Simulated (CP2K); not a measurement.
Runs of CP2K 2026.2 on Pt. It takes space group Fm-3m (No. 225, cubic). The conventional cell has a = 3.922 Å, b = 3.922 Å, c = 3.922 Å, α = 90.00°, β = 90.00°, γ = 90.00°. Pt (site symmetry m-3m) is surrounded by 12 Pt at 2.77 Å. 

```csv
level,potentials or basis,smearing,NGRIDS,basis sets,potentials,points a segment of the path (NPOINTS),CUTOFF of the grids,gap on the mesh (eV),pressure (GPa)
TB-mBJ,POTENTIAL_UZH Pt GTH-PBE-q18; TZVP-MOLOPT-PBE-GTH basis,fermi-dirac 0.05 eV,4,Pt TZVP-MOLOPT-PBE-GTH-q18,Pt GTH-PBE-q18 of POTENTIAL_UZH,6,675 Ry,none,-
PBEsol,POTENTIAL_UZH Pt GTH-PBE-q18; TZVP-MOLOPT-PBE-GTH basis,fermi-dirac 0.0259 eV,4,Pt TZVP-MOLOPT-PBE-GTH-q18,Pt GTH-PBE-q18 of POTENTIAL_UZH,8,450 Ry,none,(a)
r2SCAN,POTENTIAL_UZH Pt GTH-SCAN-q18; TZVP-MOLOPT-SCAN-GTH basis,fermi-dirac 0.05 eV,5,Pt TZVP-MOLOPT-SCAN-GTH-q18,Pt GTH-SCAN-q18 of POTENTIAL_UZH,6,675 Ry,none,7.8
LDA,GTH_POTENTIALS Pt GTH-PADE-q18; TZVP-MOLOPT-PBE-GTH basis,fermi-dirac 0.01 eV,4,Pt TZVP-MOLOPT-PBE-GTH-q18,Pt GTH-PADE-q18 of GTH_POTENTIALS,10,450 Ry,none,-23.3
```

Alike in all rows: task band structure; no spin polarisation; cell as given; k mesh 12 × 12 × 12.

Q: Fill in the values left out.

A: (a) -0.3.

Caveats: spin-orbit coupling is left out, which moves the levels of the heavy elements; the basis of atomic orbitals isn't converged, which shifts pressures, moduli and gaps; the potentials were made for another functional, which shifts forces and pressure (some runs); this is a model potential without an energy functional, so only levels have meaning (some runs); so large a pressure means that the cell lies far from this level's equilibrium, or that cutoff or potentials fall short (some runs).

A k mesh can miss the band edges, and the runs leave out spin-orbit coupling on Pt.

A gap of «none» marks a metal or a gap under the smearing width.

Runs at the PBE level aren't shown here.
